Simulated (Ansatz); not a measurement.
Space group I4_1/amd:1 (No. 141). a = 3.799 Å, b = 3.799 Å, c = 9.697 Å, α = 90.00°, β = 90.00°, γ = 90.00°
| atom | site | symmetry | x | y | z |
| --- | --- | --- | --- | --- | --- |
| Ti | 4a | -4m2 | 0.0000 | 0.0000 | 0.0000 |
| O | 8e | 2mm. | 0.0000 | 0.0000 | 0.2065 |

Equation of state of this TiO2 structure (not necessarily the ground state), with shape and atoms relaxed at each volume where symmetry leaves them free. Method: DFT PBE, scalar-relativistic, plane waves, PAW (Ansatz).

Settings: cutoff 420 eV, Γ-centred mesh 10×10×10 on the computed 6-atom cell, Gaussian smearing of 0.02 eV; no spin polarisation.

| V (Å³/atom) | E − E(largest V) (meV/atom) | P (GPa) | gap on mesh (eV) |
| --- | --- | --- | --- |
| 10.264 | 48.44 | 25.28 | 1.89 |
| 10.614 | 1.27 | 18.06 | 1.99 |
| 10.964 | -30.88 | 11.58 | 2.08 |
| 11.314 | -49.37 | 5.51 | 2.11 |
| 11.664 | -55.29 | 0.02 | 2.13 |
| 12.014 | -49.91 | -4.90 | 2.14 |
| 12.364 | -34.37 | -9.25 | 2.12 |
| 12.830 | 0.00 | -14.21 | 2.08 |

Task: Fit a third-order Birch–Murnaghan equation to E(V).

Result: V0 = 11.67 Å³/atom, B0 = 171 GPa, B0' = 2.4.